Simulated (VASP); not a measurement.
**VASP 6.6.1 run: Si**

INCAR

```
LCHARG = .FALSE.
SIGMA = 0.02
NBANDS = 11
NSW = 0
LWAVE = .FALSE.
IBRION = -1
LREAL = .FALSE.
ENCUT = 520
ISIF = 2
GGA = PE
PREC = Accurate
NELECT = 8.5
NELM = 120
EDIFF = 1E-7
ISMEAR = -1
LASPH = .TRUE.
```

KPOINTS

```
KPOINTS created by Atomic Simulation Environment
0
Gamma
2 2 2
0 0 0
```

POSCAR

```
Si
 1.0000000000000000
     0.0000000000000000    2.6404553287999999    2.7816622993000002
     2.6404553287999999    0.0000000000000000    2.7816622993000002
     2.6404553287999999    2.6404553287999999    0.0000000000000000
 Si
   2
Cartesian
  0.0000000000000000  0.0000000000000000  0.0000000000000000
  1.3202276643999997  1.3202276643999997  1.3908311496499999
```

The recommended PBE PAW datasets give the neutral cell 8 valence electrons.

Command

```
mpirun -np 1 vasp_std
```

Problem. How does this run end, and what does it give?

Solution. It converged. Results: pressure 30.6 GPa.

OSZICAR

```
N       E                     dE             d eps       ncg     rms          rms(c)
DAV:   1     0.107652689913E+02    0.10765E+02   -0.31272E+03    88   0.575E+02
DAV:   2    -0.468121863437E+01   -0.15446E+02   -0.14976E+02   100   0.790E+01
DAV:   3    -0.536178597490E+01   -0.68057E+00   -0.65766E+00   136   0.135E+01
DAV:   4    -0.536882122680E+01   -0.70353E-02   -0.70319E-02   111   0.976E-01
DAV:   5    -0.536887138104E+01   -0.50154E-04   -0.50152E-04   146   0.841E-02    0.583E+00
DAV:   6    -0.498802885068E+01    0.38084E+00   -0.29696E-01   100   0.239E+00    0.360E+00
DAV:   7    -0.485824578686E+01    0.12978E+00   -0.24309E-01    97   0.245E+00    0.477E-01
DAV:   8    -0.486020222862E+01   -0.19564E-02   -0.11683E-02   106   0.621E-01    0.156E-01
DAV:   9    -0.486076001751E+01   -0.55779E-03   -0.69224E-04    97   0.176E-01    0.144E-01
DAV:  10    -0.486073170956E+01    0.28308E-04   -0.10074E-04   114   0.530E-02    0.163E-02
DAV:  11    -0.486073544659E+01   -0.37370E-05   -0.24486E-05   116   0.285E-02    0.108E-02
DAV:  12    -0.486073433861E+01    0.11080E-05   -0.28551E-06   128   0.895E-03    0.278E-03
DAV:  13    -0.486073447523E+01   -0.13662E-06   -0.59330E-07   106   0.428E-03    0.576E-04
DAV:  14    -0.486073448959E+01   -0.14365E-07   -0.15720E-08    71   0.802E-04
   1 F= -.48607345E+01 E0= -.48532150E+01  d E =-.150390E-01
```

The cell is charged and sits in a uniform background.

For comparison, a separate PBE run of the intended cell, on usual settings and not on those above, gives a gap of 0.27 eV on its mesh and a pressure of 5.2 GPa.
